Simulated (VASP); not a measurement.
Here is a VASP 6.6.1 calculation.

Contents of INCAR:

```
SYSTEM = Se
PREC = Accurate
ENCUT = 520
EDIFF = 1E-7
ISMEAR = 0
SIGMA = 0.02
LREAL = .FALSE.
LASPH = .TRUE.
NELM = 100
ALGO = Normal
ISIF = 3
LWAVE = .FALSE.
LCHARG = .FALSE.
GGA = PE
IBRION = 2
NSW = 80
EDIFFG = -0.002
PSTRESS = 1250.0
```

The input KPOINTS:

```
regular mesh
0
G
  3 3 3
  0 0 0
```

Contents of POSCAR:

```
Se
1.0
    1.9250000000      1.1113992700      0.8816666700
   -1.9250000000      1.1113992700      0.8816666700
    0.0000000000     -2.2227985400      0.8816666700
Se
1
Direct
    0.0000000000      0.0000000000      0.0000000000
```

Potentials or basis: VASP PAW PBE potentials, release 64 (Se).

Run with:

```sh
$ cat potpaw_PBE.64/Se/POTCAR > POTCAR
$ mpirun -np 1 vasp_std > vasp.out
```

(1) What does it give for the relaxed cell?

(2) What does it give for the space group after relaxing (to 0.05 Å)?

Results:

(1) a = 2.395 Å, b = 2.395 Å, c = 2.395 Å, α = 102.83°, β = 102.83°, γ = 102.83°.

(2) R-3m (No. 166).

Caveat: the k mesh is coarse (spacing up to 1.01 Å⁻¹), so the values aren't converged.
